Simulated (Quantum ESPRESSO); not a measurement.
A run of Quantum ESPRESSO 7.5 is set up as follows.

Contents of pw.in:

```
&CONTROL
  calculation = 'vc-relax'
  prefix = 'pwscf'
  outdir = './tmp'
  pseudo_dir = './pseudo'
  tprnfor = .true.
  tstress = .true.
  disk_io = 'low'
  nstep = 40
  forc_conv_thr = 0.0004
  etot_conv_thr = 1d-05
/
&SYSTEM
  ibrav = 0
  nat = 2
  ntyp = 1
  ecutwfc = 40
  nbnd = 8
  input_dft = 'vdw-df2-b86r'
  occupations = 'smearing'
  smearing = 'fd'
  degauss = 0.00367493
/
&ELECTRONS
  conv_thr = 4d-10
  electron_maxstep = 120
  mixing_beta = 0.5
/
&IONS
  ion_dynamics = 'bfgs'
/
&CELL
  cell_dynamics = 'bfgs'
  press = 0
  press_conv_thr = 0.3
/
ATOMIC_SPECIES
Al    26.9815 Al.upf
CELL_PARAMETERS bohr
   5.3147703521    0.0000000000    0.0000000000
  -2.6573851759    4.6027261402    0.0000000000
   0.0000000000    0.0000000000    9.1970135896
ATOMIC_POSITIONS bohr
Al    -0.0000000002    3.0684840936    2.2992533974
Al     2.6573851763    1.5342420466    6.8977601922
K_POINTS automatic
11 11 6 0 0 0
```

Potentials or basis: PseudoDojo 0.4.1 SR PBE standard.

Run with:

```console
$ OMP_NUM_THREADS=1 pw.x -in pw.in > pw.out
```

Question: Predict the band gap on the k mesh.

Answer: None (metal or under the smearing width).

Question: What does it give for the relaxed cell?

Answer: a = 2.864 Å, b = 2.864 Å, c = 4.734 Å, α = 90.00°, β = 90.00°, γ = 120.00°.

Final structure:
```xyz
2
Lattice="2.8639 0.0000 0.0000 -1.4320 2.4803 0.0000 0.0000 0.0000 4.7337" Properties=species:S:1:pos:R:3 pbc="T T T"
Al    0.0000    1.6535    1.1834
Al    1.4320    0.8268    3.5502
```
